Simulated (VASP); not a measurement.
Given:

```
CELL_PARAMETERS angstrom
     -2.74343     2.74343     5.51337
      2.74343    -2.74343     5.51337
      2.74343     2.74343    -5.51337
ATOMIC_POSITIONS crystal
  In 0.50000 0.50000 0.00000
  In 0.25000 0.75000 0.50000
  Cu 0.00000 0.00000 0.00000
  Cu 0.75000 0.25000 0.50000
  S  0.87500 0.90742 0.53242
  S  0.09258 0.62500 0.96758
  S  0.37500 0.34258 0.46758
  S  0.65742 0.12500 0.03242
```

Method: PBEsol GGA, VASP's PBE PAW potentials (set 64) (plane waves; VASP). Numerical set-up: 400 eV cut-off, 9×9×9 Γ-centred mesh, tetrahedra with Blöchl corrections, potentials In_d Cu S.

The cores are frozen, which limits the accuracy of field gradients.

**Question.** Give the principal components of the electric field gradient (V/Å²) and the asymmetry η at each nucleus.

**Answer.** 
```json
[
 {"atom": "In1", "Vxx": "-2.8", "Vyy": "-2.8", "Vzz": "5.7", "η": "0.00"},
 {"atom": "In2", "Vxx": "-2.8", "Vyy": "-2.8", "Vzz": "5.7", "η": "0.00"},
 {"atom": "Cu3", "Vxx": "-0.5", "Vyy": "-0.5", "Vzz": "0.9", "η": "0.02"},
 {"atom": "Cu4", "Vxx": "-0.5", "Vyy": "-0.5", "Vzz": "0.9", "η": "0.02"},
 {"atom": "S5", "Vxx": "47.8", "Vyy": "15.2", "Vzz": "-63.0", "η": "0.52"},
 {"atom": "S6", "Vxx": "47.8", "Vyy": "15.2", "Vzz": "-63.0", "η": "0.52"},
 {"atom": "S7", "Vxx": "47.8", "Vyy": "15.2", "Vzz": "-63.0", "η": "0.52"},
 {"atom": "S8", "Vxx": "47.8", "Vyy": "15.2", "Vzz": "-63.0", "η": "0.52"}
]
```

The compound is CuInS2 in the chalcopyrite structure. It was relaxed first.
